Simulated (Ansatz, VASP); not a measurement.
**P: VASP beside Ansatz**

```
P
1.0
    -1.20883    1.20883    1.20883
     1.20883   -1.20883    1.20883
     1.20883    1.20883   -1.20883
P
1
Direct
  0.00000 0.00000 0.00000
```

Change from the starting cell: volume scaled by 0.52, PAW files, core large.

Alike in both runs: task single point; functional LDA; k mesh 17 × 17 × 17; occupations fermi-dirac, width 0.05 eV; no spin polarisation.

|  | VASP | Ansatz |
| --- | --- | --- |
| version | VASP 6.6.1 | Ansatz 0.2.0 |
| potentials or method | VASP PAW LDA potentials, release 64 (P) | PAW with other files of Ansatz's library (core large), scalar-relativistic |
| plane-wave cutoff (eV) | 520 | 420 |
| valence electrons in the cell | 5 | 5 |

```tsv
	VASP	Ansatz	Ansatz less VASP
pressure (GPa)	266.9	270.7	+3.78
```

Caveats: the cell as given lies far from equilibrium; so large a pressure means that the cell lies far from this level's equilibrium, or that cutoff or potentials fall short (VASP).
